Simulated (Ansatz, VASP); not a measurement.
## ZnSe: programs and potentials compared

The starting cell:

```
Se Zn
1.0
     0.00000    2.83380    2.83380
     2.83380    0.00000    2.83380
     2.83380    2.83380    0.00000
Se Zn
1 1
Direct
  0.75000 0.75000 0.75000
  0.00000 0.00000 0.00000
```

Alike in all runs: task relaxation of cell and atoms; functional RPBE; k mesh 8 × 8 × 8; occupations fermi-dirac, width 0.05 eV; no spin polarisation; no spin-orbit coupling.

```
                        program and potentials  plane-wave cutoff (eV)                                                                                          notes  equilibrium volume (Å³/atom)
                            Ansatz, Ansatz PAW                     420  potentials made for PBE, which Ansatz adapts in part; 14 valence electrons an atom on average                         24.49
            VASP, PBE PAW files Se, Zn, 600 eV                     600                                potentials made for PBE; 9 valence electrons an atom on average                         24.55
Ansatz, all-electron LAPW, scalar-relativistic                       -                                                                                              -                         24.49
```

The equilibrium volume spans 24.49 (Ansatz, Ansatz PAW) to 24.55 Å³/atom (VASP, PBE PAW files Se, Zn, 600 eV), with all-electron results at 24.49. Some sets were made for another functional than the one run, which can shift their rows. Relaxations stop with a little pressure left, so the last digit of a volume isn't settled.

Differences between rows come from potentials, basis sets and numerical settings, since the functional is the same but for its coding. Runs on potential files found faulty are left out.
